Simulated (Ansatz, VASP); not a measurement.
One calculation of TiN (Osbornite), two programs

```xyz
2
Lattice="0.0000 2.1020 2.1020 2.1020 0.0000 2.1020 2.1020 2.1020 0.0000" Properties=species:S:1:pos:R:3 pbc="T T T"
Ti    0.0000    0.0000    0.0000
N     2.1020    2.1020    2.1020
```

Alike in both runs: functional PBEsol; k mesh 18 × 18 × 18; occupations gaussian, width 0.1 eV; no spin polarisation.

Ansatz relaxed the structure, and its values are those at the end. VASP's run is a single point on that final structure, the one shown.

|  | VASP | Ansatz |
| --- | --- | --- |
| version | VASP 6.6.1 | Ansatz 0.2.0 |
| potentials or method | VASP PAW PBE potentials, release 64 (Ti_sv, N) | scalar-relativistic, plane waves, PAW |
| plane-wave cutoff (eV) | 520 | 420 |
| valence electrons in the cell | 17 | 17 |

|  | VASP | Ansatz | Ansatz less VASP |
| --- | --- | --- | --- |
| gap on the k mesh at the Fermi level (eV) | none | none | - |
| pressure (GPa) | 0.5 | 0.0 | -0.47 |

A gap of «none» marks a metal or a gap that the smearing closes. The functional is the same, so the differences come from potentials, cutoffs and numerics.

Caveats: the PAW data sets were made with another functional, which shifts forces and pressure a little (VASP).
